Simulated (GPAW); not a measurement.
Here is a GPAW 26.7.0 calculation.

Contents of run.py:

```python
import numpy as np
from ase.dft.bandgap import bandgap
from ase.io import write
from ase.spacegroup import crystal
from gpaw import GPAW, PW
from gpaw.response.df import DielectricFunction

# Mo 1a
# P 1d
atoms = crystal(['Mo', 'P'],
                basis=[[0.0, 0.0, 0.0],
                       [0.3333333333, 0.6666666667, 0.5]],
                spacegroup=187, setting=1,  # P-6m2
                cellpar=[3.223, 3.223, 3.191, 90.0, 90.0, 120.0],
                primitive_cell=True)

calc = GPAW(mode=PW(500),
            xc='LDA',
            kpts={'size': (8, 8, 7), 'gamma': True},
            occupations={'name': 'fermi-dirac', 'width': 0.05},
            setups={'Mo': ':d,1.0'},
            nbands=20,
            convergence={'density': 1e-06},
            maxiter=150,
            txt='gpaw.txt')
atoms.calc = calc
energy = atoms.get_potential_energy()
calc.write('gs.gpw')
write('result.traj', atoms)
print(f'Energy: {energy:.6f} eV')
print('Fermi level:', round(calc.get_fermi_level(), 4), 'eV')
print(f'Gap: {bandgap(calc)[0]:.4f} eV, direct: {bandgap(calc, direct=True)[0]:.4f} eV')

dense = calc.fixed_density(kpts={'size': (13, 13, 12), 'gamma': True},
                           nbands=36, convergence={'bands': 30, 'eigenstates': 1e-7},
                           update_fermi_level=True, txt='dense.txt')
dense.write('dense.gpw', mode='all')

df = DielectricFunction('dense.gpw', frequencies=np.array([0.0]), hilbert=False, eta=0.001,
                        ecut=60, nbands=30, txt='df.txt')
for q_c in [[0.0769230769, 0.0769230769, 0.0], [0.1538461538, 0.1538461538, 0.0], [0.2307692308, 0.2307692308, 0.0], [0.3076923077, 0.3076923077, 0.0], [0.4615384615, 0.4615384615, 0.0], [0.6923076923, 0.6923076923, 0.0], [0.9230769231, 0.9230769231, 0.0], [0.0769230769, 0.0769230769, 0.0833333333], [0.1538461538, 0.1538461538, 0.1666666667], [0.2307692308, 0.2307692308, 0.25], [0.3076923077, 0.3076923077, 0.3333333333], [0.4615384615, 0.4615384615, 0.5], [0.6923076923, 0.6923076923, 0.75], [0.8461538462, 0.8461538462, 0.9166666667]]:
    e0, e = df.get_dielectric_function(xc='ALDA', q_c=q_c, filename=None)
    q = np.linalg.norm(2 * np.pi * np.array(q_c) @ atoms.cell.reciprocal())
    print(q_c, f'|q| = {q:.4f} 1/A: eps {e0[0].real:.4f} without, {e[0].real:.4f} with local fields')
```

Potentials or basis: the program's PAW data sets (release 1.2.1) made for this functional, pw.

The run is started by

```bash
$ OMP_NUM_THREADS=1 python run.py
```

Predict the band gap on the k mesh.

none (metal or under the smearing width).

Caveat: response on these states lacks terms of the Hamiltonian; U without spin polarisation on a metal has little footing; the U is typed as a test and isn't derived for this compound.
